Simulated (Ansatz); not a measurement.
A single-point calculation of SiO2 built on the rutile prototype with Ansatz 0.2.0, at the level HSE06. The geometry is the r2SCAN minimum.

```yaml
crystal:
  lattice:
    - [4.1851888049, 0.0, 0.0]
    - [0.0, 4.1851888049, 0.0]
    - [0.0, 0.0, 2.6688398925]
  atoms:
    - { symbol: Si, position: [0.0, 0.0, 0.0] }
    - { symbol: Si, position: [0.5, 0.5, 0.5] }
    - { symbol: O, position: [0.3061010091, 0.3061010091, 0.0] }
    - { symbol: O, position: [0.1938989909, 0.8061010091, 0.5] }
    - { symbol: O, position: [0.8061010091, 0.1938989909, 0.5] }
    - { symbol: O, position: [0.6938989909, 0.6938989909, 0.0] }
kpoints:
  mp_grid: { grid: [4, 4, 6] }
  band_path:
    path:
      - [0.0, 0.0, 0.0]
      - [0.0, 0.5, 0.0]
      - [0.5, 0.5, 0.0]
      - [0.0, 0.0, 0.5]
      - [0.0, 0.5, 0.5]
      - [0.5, 0.5, 0.5]
    npoints: 1
hamiltonian:
  xc: hse06
scf:
  occupations: { method: fixed }
  n_extra_bands: 5
output:
  forces: true
  stress: true
  eigenvalues: true
```

Some lines of the output have been replaced by numbered gaps.
```
scf.n_extra_bands = 5 over 16 filled bands (N_el = 32.0): the run solves 21 bands
Pseudopotential: Si, paw, valence charge 4, recommended cutoff 420 eV (normal)
Pseudopotential: O, paw, valence charge 6, recommended cutoff 420 eV (normal)
Functional definition: HSE06
Crystal: 6 atoms, lattice volume = 46.747 Å³
Basis set: ecut = 420 eV, 913 PW (Γ)
Symmetry: 16 space group operations
Space group: P42/mnm (ITA 136)
k-points: 24 of 96
[warm-up without exact exchange]
SCF 1 stopped early in 2 iterations: F = -3546.984925 eV  dr2 = 2.75e-4
[exact exchange on]
Exchange kernel: α = 0.2500, screened, ω = 0.2079 Å⁻¹, Wigner–Seitz truncation, v(0) = 1037.2362 eV·Å³, q-mesh 4×4×6
SCF 2 stopped early in 7 iterations: F = -3547.834538 eV  dr2 = 1.32e-7
hybrid outer 1: dexx = +1.116e-2 eV, tail = 1.36e-5 eV
SCF 3 converged in 4 iterations: F = -3547.834544 eV  dr2 = 5.30e-10
hybrid outer 2: dexx = +1.652e-7 eV, tail = 4.24e-9 eV, Δε = 1.62e-3 eV, ΔF = 9.85e-4 eV/Å
hybrid SCF converged: 2 outer / 11 inner (+2 warm-up)
Free energy (F): -3547.834544 eV
[1]
--- Forces (eV/Å), atoms counted from 1 ---
[2]
--- Stress (GPa, compression-positive) ---
       -1.581978       0.000000       0.000000
        0.000000      -1.581978       0.000000
        0.000000       0.000000      -2.551809
  P = ⅓ Tr σ = -1.9053 GPa (-19.053 kbar)
--- Band table (eV; the first three rows and the last of 24) ---
[3]
```

The rows of the band table are 0: (0, 0, 0) = Γ, 1: (0, 0, 1/6), 2: (0, 0, 1/3), 23: (-1/2, -1/2, -1/2) = A.

Task: Fill in the blanks. They hold the forces, the Fermi energy and the band table.

Result:
```
[1]
Fermi energy:    9.145261 eV
[2]
  atom   1  Si      0.00000      0.00000      0.00000
  atom   2  Si      0.00000      0.00000      0.00000
  atom   3  O       0.04312      0.04312      0.00000
  atom   4  O     -0.04312      0.04312      0.00000
  atom   5  O       0.04312    -0.04312      0.00000
  atom   6  O     -0.04312    -0.04312      0.00000
[3]
  k-point 0: bands = […, 6.0802, 6.0802, 6.7345, 8.3206, 8.3206, 9.1453, 16.8060, 17.8778, 19.7556, 19.7556, …]
  k-point 1: bands = […, 4.8815, 4.8815, 5.5512, 8.0213, 8.0213, 8.7839, 18.0235, 19.8019, 21.3320, 21.3320, …]
  k-point 2: bands = […, 3.7486, 4.0151, 4.1916, 7.1233, 7.1233, 7.6439, 19.3200, 21.9135, 22.1050, 23.8474, …]
  k-point 23: bands = […, 4.6720, 4.6720, 7.3420, 7.3420, 7.4871, 7.4871, 18.4539, 18.4539, 22.3148, 22.3148, …]
```
Only the leading digits can be foreseen; the rest is this run's record.

With HSE06 the gap is 7.66 eV and direct, at Γ. The gap is the least over the mesh and the extra points. The mean pressure at these positions is -1.9 GPa, compression counted positive. (The program warns that its thresholds are loose for a hybrid's stress.) The largest force is 0.06 eV/Å.

Command: `ansatz run input.yaml --threads 4 --pin off --max-ram 7372MiB --backend cpu --events-out ev --progress --plain --runs-dir out`. It took 29 s on 4 threads of Intel(R) Xeon(R) Platinum 8259CL CPU @ 2.50GHz (Skylake/Cascade Lake) (shared host), load about 0.3 per core; peak host memory 1 GiB.

(Simulation; spin polarisation is off.)

The meshes of the hybrids are coarse, so their gaps aren't converged to the digits shown.
